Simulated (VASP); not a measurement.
H:

```
CELL_PARAMETERS angstrom
3.15593 0.00000 0.00000
-0.47063 3.12064 0.00000
-1.34265 -1.56032 2.39219
ATOMIC_POSITIONS crystal
H 0.04081 0.11633 0.99717
H 0.89139 0.92952 0.96226
```

The cell isn't the ideal one: atoms moved at random, drawn with an rms of 0.15 Å.

```yaml
Program: VASP 6.6.1
Task: relaxation of cell and atoms
Functional: PBEsol
Potentials_or_basis: VASP PAW PBE potentials, release 64 (H)
Cutoff: 600 eV
k_mesh: 10 × 10 × 11
Occupations: gaussian, width 0.1 eV
Spin: no spin polarisation
```

At the start: pressure 9.5 GPa; volume 11.78 Å³/atom.

Q: Where does the relaxation end?

A: Over 11 steps the energy falls by 179.0 meV/atom and the volume is 11.96 Å³/atom (+1.5 %); space group C2/m (No. 12, to 0.05 Å).

Step by step:
```csv
step,energy change (eV),largest force (eV/Å),pressure (GPa),volume (Å³)
1,0.0000,6.5440,9.46,23.56
2,1.8999,3.9587,-12.69,25.93
3,0.6337,4.3103,-10.42,24.97
4,-0.0611,3.2334,-6.53,24.39
5,-0.3415,0.9731,-1.67,23.97
6,-0.3572,0.2332,0.45,23.84
7,-0.3580,0.0265,0.02,23.87
8,-0.3579,0.0359,0.12,23.86
9,-0.3580,0.0335,0.12,23.88
10,-0.3580,0.0272,0.12,23.92
11,-0.3580,0.0097,0.06,23.92
```

Final structure:
```yaml
crystal:
  lattice:
    - [3.17181, 0.01931, 0.00246]
    - [-0.45388, 3.14764, 0.00264]
    - [-1.35709, -1.58116, 2.39171]
  atoms:
    - { symbol: H, position: [0.05465, 0.13323, 0.00003] }
    - { symbol: H, position: [0.87755, 0.91262, 0.95941] }
```

Caveat: the PAW data sets were made with another functional, which shifts forces and pressure a little.
